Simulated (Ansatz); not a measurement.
Set up this calculation in Ansatz 0.2.0, as the native input.

```yaml
Task: relaxation of cell and atoms
Functional: RPBE
Dispersion: D3(BJ)
Potentials_or_basis: Ansatz PAW
Cutoff: "420 eV (not typed: the program's choice for these potentials)"
k_mesh: 9 × 9 × 9
Occupations: fermi-dirac, width 0.05 eV
Spin: no spin polarisation
```

Crystal: Pb.

```
Pb
1.0
     0.00000    2.47502    2.47502
     2.47502    0.00000    2.47502
     2.47502    2.47502    0.00000
Pb
1
Direct
  0.00000 0.00000 0.00000
```

These files were run (other wordings do the same):

input.yaml

```yaml
crystal:
  lattice:
    - [0.0, 2.47502, 2.47502]
    - [2.47502, 0.0, 2.47502]
    - [2.47502, 2.47502, 0.0]
  atoms:
    - { symbol: Pb, position: [0.0, 0.0, 0.0] }
hamiltonian:
  xc: rpbe
  pseudopotentials: { kind: paw }
  dispersion: d3bj
kpoints:
  mp_grid: { grid: [9, 9, 9] }
scf:
  occupations: { method: fermi_dirac, width: 0.05 }
output:
  forces: true
  stress: true
  write_density: true
  write_potential: true
  elf: true
  volumetric_format: npy
relax:
  f_tol: 0.01
  max_steps: 40
  cell: { stress_tol: 0.05 }
```

Potentials or basis: Ansatz PAW.

Run with:

```console
$ ansatz run input.yaml --threads 2 --pin off --max-ram 5632MiB --backend cpu --events-out ev --progress --plain --runs-dir out
```

It gave:

```yaml
Relaxed_volume: 22.91 Å³/atom
Relaxed_cell: a = 3.188 Å, b = 3.188 Å, c = 3.188 Å, α = 60.00°, β = 60.00°, γ = 60.00°
Space_group_after_relaxing_to_0.05_Å: Fm-3m (No. 225)
Energy_gained_by_relaxing: 517.9 meV/atom
Ionic_steps: 6
Pressure_after_relaxing: 0.0 GPa
Band_gap_on_the_k_mesh: none (metal or under the smearing width)
```

Caveat: the volume moved by over 15 % at a fixed basis, so the end points are rough; the plane-wave basis is chosen anew once the cell has moved, so the energies of steps on either side of that aren't comparable; the volume moved by -24 % from the deposited cell, more than functionals usually miss; pairwise dispersion overbinds metals, which lowers pressure and volume; the PAW data sets come from PBE, with cores solved anew for the run's functional, which leaves a small shift of forces and pressure.

Wall time 2.8 s on 2 threads of Arm Neoverse V1, on a shared host, peak memory 0.29 GiB.
